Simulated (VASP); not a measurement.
# InP (F-43m) in VASP: settings compared

One crystal, InP, is run at these levels: PBE+D3(BJ), PBEsol; tasks: relaxation of the atoms, relaxation of cell and atoms.

Everything below comes from runs of VASP 6.6.1. Logs are shortened: lines on timing, memory, paths and dates and some standing lists are left out, and cuts for length are marked.

**1. Starting point**

It takes space group F-43m (No. 216, cubic). The conventional cell has a = 5.861 Å, b = 5.861 Å, c = 5.861 Å, α = 90.00°, β = 90.00°, γ = 90.00°. In (site symmetry -43m) has 4 P at 2.54 Å as nearest neighbours. P (site symmetry -43m) has 4 In at 2.54 Å as nearest neighbours.

**2. Relaxation of the atoms, PBE+D3(BJ) (a relaxed cell with its volume scaled by 1.06)**

INCAR reads:

```
SYSTEM = InP
  PREC = Accurate
  ENCUT = 600
  EDIFF = 1E-7
  ISMEAR = 0
  SIGMA = 0.03
  LREAL = .False.
  LASPH = .True.
  NELM = 80
  ALGO = Fast
  ISIF = 2
  LWAVE = .False.
  LCHARG = .False.
  GGA = PE
  IVDW = 12
  IBRION = 2
  NSW = 40
  EDIFFG = -0.01
```

KPOINTS reads:

```
regular mesh
0
Gamma
  8 8 8
  0 0 0
```

POSCAR reads:

```
InP                                     
1.0
    0.0000000000      3.0041660214      3.0041660214
    3.0041660214      0.0000000000      3.0041660214
    3.0041660214      3.0041660214      0.0000000000
  In              P             
     1     1
Direct
     0.0000000000000000    0.0000000000000000    0.0000000000000000
     0.2500000000000000    0.2500000000000000    0.2500000000000000
```

Potentials or basis: VASP PAW PBE potentials, release 64 (In_d, P).

On the command line:

```bash
cat potpaw_PBE.64/In_d/POTCAR potpaw_PBE.64/P/POTCAR > POTCAR
mpirun -np 1 vasp_std > vasp.out
```

OUTCAR:

```text
SYSTEM = InP
   PREC = Accurate
   ENCUT = 600
   EDIFF = 1E-7
   ISMEAR = 0
   LREAL = .False.
   LASPH = .True.
   NELM = 80
   ISIF = 2
   GGA = PE
   IVDW = 12
   IBRION = 2
   NSW = 40
   EDIFFG = -0.01
 IVDW          = 12

 ion  position               nearest neighbor table
   1  0.000  0.000  0.000-   2 2.60   2 2.60   2 2.60   2 2.60
   2  0.250  0.250  0.250-   1 2.60   1 2.60   1 2.60   1 2.60

  LATTYP: Found a face centered cubic cell.
 ALAT       =     6.0083320428

  Lattice vectors:

 A1 = (   0.0000000000,   3.0041660214,   3.0041660214)
 A2 = (   3.0041660214,   0.0000000000,   3.0041660214)
 A3 = (   3.0041660214,   3.0041660214,   0.0000000000)

Analysis of symmetry for initial positions (statically):
=====================================================================
 Subroutine PRICEL returns:
 Original cell was already a primitive cell.

 Routine SETGRP: Setting up the symmetry group for a
 face centered cubic supercell.

 Subroutine GETGRP returns: Found 24 space group operations
 (whereof 24 operations were pure point group operations)
 out of a pool of 48 trial point group operations.

The static configuration has the point symmetry T_d .

Analysis of symmetry for dynamics (positions and initial velocities):
=====================================================================
 Subroutine PRICEL returns:
 Original cell was already a primitive cell.

 Routine SETGRP: Setting up the symmetry group for a
 face centered cubic supercell.

 Subroutine GETGRP returns: Found 24 space group operations
 (whereof 24 operations were pure point group operations)
 out of a pool of 48 trial point group operations.

The dynamic configuration has the point symmetry T_d .

 Subroutine INISYM returns: Found 24 space group operations
 (whereof 24 operations are pure point group operations),
 and found     1 'primitive' translations

----------------------------------------------------------------------------------------

                                     Primitive cell

  volume of cell :      54.2253

  direct lattice vectors                    reciprocal lattice vectors
     0.000000000  3.004166021  3.004166021    -0.166435542  0.166435542  0.166435542
     3.004166021  0.000000000  3.004166021     0.166435542 -0.166435542  0.166435542
     3.004166021  3.004166021  0.000000000     0.166435542  0.166435542 -0.166435542

  length of vectors
     4.248532331  4.248532331  4.248532331     0.288274815  0.288274815  0.288274815

  position of ions in fractional coordinates (direct lattice)
     0.000000000  0.000000000  0.000000000
     0.250000000  0.250000000  0.250000000

  ion indices of the primitive-cell ions
   primitive index   ion index
                 1           1
                 2           2

----------------------------------------------------------------------------------------

 KPOINTS: regular mesh

Automatic generation of k-mesh.
 Grid dimensions read from file:
 generate k-points for:    8    8    8

 Generating k-lattice:

  Cartesian coordinates                     Fractional coordinates (reciprocal lattice)
    -0.020804443  0.020804443  0.020804443     0.125000000  0.000000000  0.000000000
     0.020804443 -0.020804443  0.020804443     0.000000000  0.125000000  0.000000000
     0.020804443  0.020804443 -0.020804443     0.000000000  0.000000000  0.125000000

  Length of vectors
     0.036034352  0.036034352  0.036034352

  Shift w.r.t. Gamma in fractional coordinates (k-lattice)
     0.000000000  0.000000000  0.000000000

 Subroutine IBZKPT returns following result:
 ===========================================

 Found     29 irreducible k-points:

 Following reciprocal coordinates:
            Coordinates               Weight
  0.000000  0.000000  0.000000      1.000000
  0.125000  0.000000  0.000000      8.000000
  0.250000  0.000000  0.000000      8.000000
  0.375000  0.000000  0.000000      8.000000
  0.500000  0.000000  0.000000      4.000000
  0.125000  0.125000  0.000000      6.000000
[... 16 lines left out ...]
  0.500000  0.250000  0.125000     48.000000
 -0.375000  0.250000  0.125000     24.000000
 [... further k-points ...]
   k-points           NKPTS =     29   k-points in BZ     NKDIM =     29   number of bands    NBANDS=     13
   number of dos      NEDOS =    301   number of ions     NIONS =      2
   total plane-waves  NPLWV =  46656
   dimension x,y,z NGX =    36 NGY =   36 NGZ =   36
   dimension x,y,z NGXF=    72 NGYF=   72 NGZF=   72
   ions per type =               1   1
   NGX,Y,Z   is equivalent  to a cutoff of  14.09, 14.09, 14.09 a.u.
   NGXF,Y,Z  is equivalent  to a cutoff of  28.17, 28.17, 28.17 a.u.
 SYSTEM =  InP
   PREC   = accura    normal or accurate (medium, high low for compatibility)
   ISTART =      0    job   : 0-new  1-cont  2-samecut
   ICHARG =      2    charge: 1-file 2-atom 10-const
   ISPIN  =      1    spin polarized calculation?
   LNONCOLLINEAR =      F non collinear calculations
   LSORBIT =      F    spin-orbit coupling
   LASPH  =      T    aspherical Exc in radial PAW
   ENCUT  =  600.0 eV  44.10 Ry    6.64 a.u.   8.49  8.49  8.49*2*pi/ulx,y,z
   NELM   =     80;   NELMIN=  2; NELMDL= -5     # of ELM steps
   EDIFF  = 0.1E-06   stopping-criterion for ELM
   LREAL  =      F    real-space projection
   EDIFFG = -.1E-01   stopping-criterion for IOM
   NSW    =     40    number of steps for IOM
   IBRION =      2    ionic relax: 0-MD 1-quasi-New 2-CG
   NFREE  =      1    steps in history (QN), initial steepest desc. (CG)
   ISIF   =      2    stress and relaxation
   ISYM   =      2    0-nonsym 1-usesym 2-fastsym
   POTIM  = 0.5000    time-step for ionic-motion
   TEBEG  =    0.0;   TEEND  =   0.0 temperature during run
   PSTRESS=    0.0 pullay stress
   NELECT =      18.0000    total number of electrons
   NUPDOWN=      -1.0000    fix difference up-down
   EMIN   =  10.00;   EMAX   =-10.00  energy-range for DOS
   EFERMI =   0.00;   METHOD = LEGACY
   ISMEAR =     0;   SIGMA  =   0.03  broadening in eV -4-tet -1-fermi 0-gaus
   EFERMI_NEDOS =   21; number of points for ismear=-14 and -15
   IALGO  =     68    algorithm
   IMIX   =      4    mixing-type and parameters
     AMIX     =   0.40;   BMIX     =  1.00
     AMIX_MAG =   1.60;   BMIX_MAG =  1.00
  volume/ion in A,a.u.               =      27.11       182.97
  Fermi-wavevector in a.u.,A,eV,Ry     =   1.133527  2.142055 17.481890  1.284883
  Thomas-Fermi vector in A             =   2.270230
   LORBIT       =      0    0 simple, 1 ext, 2 COOP (PROOUT), +10 PAW based schemes
   GGA     = PE    functional components
   LHFCALC =     F    Hartree Fock is set to
   AEXX    =    0.0000 exact exchange contribution
   IVDW    =    12    specifies the selected vdW correction
   LEPSILON=     F    determine dielectric tensor
   LRPA    =     F    only Hartree local field effects (RPA)
 conjugate gradient relaxation of ions
 non-spin polarized calculation
 RMM-DIIS sequential band-by-band and
 Gauss-broadening in eV      SIGMA  =   0.03
  energy-cutoff  :      600.00
  volume of cell :       54.23
 maximum number of plane-waves:      1837
 NGX is ok and might be reduce to    36
   NGX = 17   NGY = 17   NGZ = 17

 number of electron      18.0000002 magnetization

 Free energy of the ion-electron system (eV)
  ---------------------------------------------------
  ext. energy  EPLUGINS =         0.00000000
  ---------------------------------------------------
  free energy    TOTEN  =        -8.40042335 eV

  energy without entropy =       -8.40042335  energy(sigma->0) =       -8.40042335

 E-fermi :   4.5589     XC(G=0):  -8.9561

 val. band max:        4.4088520820   @ k =   0.0000   0.0000   0.0000
 cond. band min:       4.7138560798   @ k =   0.0000   0.0000   0.0000
 fundamental gap:      0.3050039978
 Fermi energy:         4.5588751926

 k-point     1 :       0.0000    0.0000    0.0000
  band No.  band energies     occupation
      1      -9.6509      2.00000
      2      -9.6509      2.00000
      3      -9.6509      2.00000
      4      -9.5328      2.00000
      5      -9.5328      2.00000
      6      -6.6248      2.00000
      7       4.4089      2.00000
      8       4.4089      2.00000
      9       4.4089      2.00000
     10       4.7139      0.00000
     11       8.4922      0.00000
     12       8.4922      0.00000
     13       8.4922      0.00000

 k-point     2 :       0.1250    0.0000    0.0000
  band No.  band energies     occupation
      1      -9.6644      2.00000
      2      -9.6452      2.00000
      3      -9.6452      2.00000
      4      -9.5327      2.00000
      5      -9.5327      2.00000
      6      -6.4668      2.00000
      7       2.8465      2.00000
      8       4.2452      2.00000
      9       4.2452      2.00000
     10       5.7706      0.00000
     11       8.5880      0.00000
     12       8.7443      0.00000
     13       8.7443      0.00000

 k-point     3 :       0.2500    0.0000    0.0000
  band No.  band energies     occupation
      1      -9.6960      2.00000
      2      -9.6329      2.00000
      3      -9.6329      2.00000
      4      -9.5307      2.00000
      5      -9.5307      2.00000
      6      -6.0275      2.00000
      7       1.1000      2.00000
      8       3.9144      2.00000
      9       3.9144      2.00000
     10       5.9865      0.00000
     11       9.1450      0.00000
     12       9.1450      0.00000
     13       9.5201      0.00000
[... 305 lines left out ...]
 k-point    23 :       0.5000    0.2500    0.1250
  band No.  band energies     occupation
      1      -9.7438      2.00000
      2      -9.6138      2.00000
      3      -9.6019      2.00000
      4      -9.5408      2.00000
      5      -9.5207      2.00000
      6      -5.1382      2.00000
      7      -0.3402      2.00000
      8       2.1091      2.00000
      9       3.1157      2.00000
     10       7.3863      0.00000
     11       8.5819      0.00000
     12       9.6219      0.00000
     13      10.9260      0.00000

 k-point    24 :      -0.3750    0.2500    0.1250
  band No.  band energies     occupation
      1      -9.7504      2.00000
      2      -9.6133      2.00000
      3      -9.5980      2.00000
      4      -9.5363      2.00000
      5      -9.5226      2.00000
      6      -4.8572      2.00000
      7      -0.8123      2.00000
      8       1.9636      2.00000
      9       2.9541      2.00000
     10       7.3539      0.00000
     11       8.6254      0.00000
     12      10.1226      0.00000
     13      11.4068      0.00000

 [... further k-points ...]

------------------------ aborting loop because EDIFF is reached ----------------------------------------

 Edisp (eV)   -0.57742

 E8    (eV) :    -0.2562

  FORCE on cell =-STRESS in cart. coord.  units (eV):
  Direction    XX          YY          ZZ          XY          YZ          ZX
  --------------------------------------------------------------------------------------
  -------------------------------------------------------------------------------------
  Total      -1.11750    -1.11750    -1.11750    -0.00000     0.00000     0.00000
  in kB     -33.01846   -33.01846   -33.01846    -0.00000     0.00000     0.00000
  external pressure =      -33.02 kB  Pullay stress =        0.00 kB

 VOLUME and BASIS-vectors are now :
 -----------------------------------------------------------------------------
  energy-cutoff  :      600.00
  volume of cell :       54.23
      direct lattice vectors                 reciprocal lattice vectors
     0.000000000  3.004166021  3.004166021    -0.166435542  0.166435542  0.166435542
     3.004166021  0.000000000  3.004166021     0.166435542 -0.166435542  0.166435542
     3.004166021  3.004166021  0.000000000     0.166435542  0.166435542 -0.166435542

 POSITION                                       TOTAL-FORCE (eV/Angst)
 -----------------------------------------------------------------------------------
      0.00000      0.00000      0.00000        -0.000000     -0.000000     -0.000000
      1.50208      1.50208      1.50208         0.000000      0.000000      0.000000
 -----------------------------------------------------------------------------------
    total drift:                               -0.000000     -0.000000     -0.000000

  FREE ENERGIE OF THE ION-ELECTRON SYSTEM (eV)
  ---------------------------------------------------
  free  energy   TOTEN  =        -8.9778443936 eV

  energy  without entropy=       -8.9778443936  energy(sigma->0) =       -8.97784439

 reached required accuracy - stopping structural energy minimisation
```

Run time: 28 s. Hardware: 1 thread of Intel Xeon Platinum 8259CL at 2.50GHz (Skylake/Cascade Lake), shared host; peak memory 0.22 GiB.

Results:

* Free energy: -8.9778 eV
* Pressure after relaxing: -3.3 GPa
* Band gap on the k mesh: 0.30 eV, direct
* Dispersion energy per atom: -0.289 eV

Final structure:
```xyz
2
Lattice="0.0000 3.0042 3.0042 3.0042 0.0000 3.0042 3.0042 3.0042 0.0000" Properties=species:S:1:pos:R:3 pbc="T T T"
In    0.0000    0.0000    0.0000
P     1.5021    1.5021    1.5021
```

Levels at points of the mesh, in eV from the valence-band top:
```
           k point  band 5  band 6  band 7  band 8  band 9  band 10  band 11  band 12  band 13
(0.00, 0.00, 0.00)  -13.94  -11.03    0.00    0.00    0.00     0.30     4.08     4.08     4.08
(0.50, 0.00, 0.00)  -13.93   -9.54   -5.36   -0.87   -0.87     1.32     4.79     4.79     6.93
(0.50, 0.50, 0.00)  -13.91   -8.97   -5.44   -2.08   -2.08     1.88     2.26     8.79     9.10
```

Caveat: the relaxation stopped at its first step, so nothing moved; spin-orbit coupling is left out, which moves the levels of the heavy elements.

**3. Relaxation of cell and atoms, PBEsol**

INCAR reads:

```
  ALGO = Normal
  EDIFF = 1E-6
  EDIFFG = -0.01
  ENCUT = 600
  GGA = PS
  IBRION = 2
  ISIF = 3
  ISMEAR = 0
  LASPH = T
  LCHARG = F
  LREAL = F
  LWAVE = F
  NELM = 80
  NSW = 90
  PREC = Accurate
  SIGMA = 0.03
```

KPOINTS reads:

```
k-points
0
Gamma
  8 8 8
```

POSCAR reads:

```
InP
1.0
    0.0000000000      2.9305000000      2.9305000000
    2.9305000000      0.0000000000      2.9305000000
    2.9305000000      2.9305000000      0.0000000000
In P
1 1
Direct
    0.0000000000      0.0000000000      0.0000000000
    0.2500000000      0.2500000000      0.2500000000
```

Potentials or basis: VASP PAW PBE potentials, release 64 (In_d, P).

On the command line:

```bash
cat potpaw_PBE.64/In_d/POTCAR potpaw_PBE.64/P/POTCAR > POTCAR
mpirun -np 1 vasp_std > vasp.out
```

Wall time 48 s (1 thread of AMD EPYC 9R14 (Zen 4), shared host); peak memory 0.19 GiB.

It converged, with:

- Free energy: -9.1551 eV
- Relaxed volume: 25.39 Å³/atom
- Relaxed cell: a = 4.157 Å, b = 4.157 Å, c = 4.157 Å, α = 60.00°, β = 60.00°, γ = 60.00°
- Space group after relaxing (to 0.05 Å): F-43m (No. 216)
- Energy gained by relaxing: 0.4 meV/atom
- Ionic steps: 3
- Pressure after relaxing: 0.0 GPa
- Band gap on the k mesh: 0.57 eV, direct

The path:
```csv
step,energy change (eV),largest force (eV/Å),pressure (GPa),volume (Å³)
1,0.0000,0.0000,0.61,50.33
2,-0.0006,0.0000,-0.30,51.04
3,-0.0009,0.0000,-0.01,50.79
```

Final structure:
```
In P
1.0
     0.00000    2.93933    2.93933
     2.93933    0.00000    2.93933
     2.93933    2.93933    0.00000
In P
1 1
Cartesian
  0.0000 0.0000 0.0000
  1.4697 1.4697 1.4697
```

Levels at points of the mesh, in eV from the valence-band top:
| k point | band 7 | band 8 | band 9 | band 10 | band 11 | band 12 |
| --- | --- | --- | --- | --- | --- | --- |
| (0.00, 0.00, 0.00) | 0.00 | 0.00 | 0.00 | 0.57 | 4.02 | 4.02 |
| (0.50, 0.00, 0.00) | -5.75 | -0.97 | -0.97 | 1.38 | 4.73 | 4.73 |
| (0.50, 0.50, 0.00) | -5.78 | -2.32 | -2.32 | 1.65 | 2.17 | 9.04 |

Caveat: the PAW data sets were made with another functional, which shifts forces and pressure a little; spin-orbit coupling is left out, which moves the levels of the heavy elements. Zero-point motion and thermal expansion aren't in these numbers.

**4. Relaxation of cell and atoms, PBEsol**

This run uses another cell than the first one, of 25.39 Å³/atom, 1.009 times its volume.

Edit INCAR of step 3 so:

```diff
@@ -1,4 +1,4 @@
   ALGO = Normal
-  EDIFF = 1E-6
-  EDIFFG = -0.01
+  EDIFF = 1E-7
+  EDIFFG = -0.005
   ENCUT = 600
```

KPOINTS is that of step 3.

POSCAR reads:

```
InP                                     
1.0
    0.0000000000      2.9393308167      2.9393308167
    2.9393308167     -0.0000000000      2.9393308167
    2.9393308167      2.9393308167      0.0000000000
  In              P             
     1     1
Direct
     0.0000000000000000    0.0000000000000000    0.0000000000000000
     0.2500000000000000    0.2500000000000000    0.2500000000000000
```

On the command line:

```bash
cat potpaw_PBE.64/In_d/POTCAR potpaw_PBE.64/P/POTCAR > POTCAR
mpirun -np 1 vasp_std > vasp.out
```

Run time: 22 s. Hardware: 1 thread of AMD EPYC 9R14 (Zen 4), shared host; peak memory 0.18 GiB.

Results (log left out):

- Free energy: -9.1551 eV
- Pressure after relaxing: 0.0 GPa
- Band gap on the k mesh: 0.57 eV, direct

Final structure:
```
CELL_PARAMETERS angstrom
0.00000 2.93933 2.93933
2.93933 0.00000 2.93933
2.93933 2.93933 0.00000
ATOMIC_POSITIONS crystal
In 0.00000 0.00000 0.00000
P 0.25000 0.25000 0.25000
```

Levels at points of the mesh, in eV from the valence-band top:
| k point | band 5 | band 6 | band 7 | band 8 | band 9 | band 10 | band 11 | band 12 | band 13 |
| --- | --- | --- | --- | --- | --- | --- | --- | --- | --- |
| (0.00, 0.00, 0.00) | -13.98 | -11.49 | 0.00 | 0.00 | 0.00 | 0.57 | 4.02 | 4.02 | 4.02 |
| (0.50, 0.00, 0.00) | -13.97 | -9.77 | -5.75 | -0.97 | -0.97 | 1.38 | 4.73 | 4.73 | 6.93 |
| (0.50, 0.50, 0.00) | -13.95 | -9.11 | -5.78 | -2.32 | -2.32 | 1.65 | 2.17 | 9.04 | 9.47 |

Caveat: the relaxation stopped at its first step, so nothing moved; the PAW data sets were made with another functional, which shifts forces and pressure a little; spin-orbit coupling is left out, which moves the levels of the heavy elements.

[end of part 1 of 2]
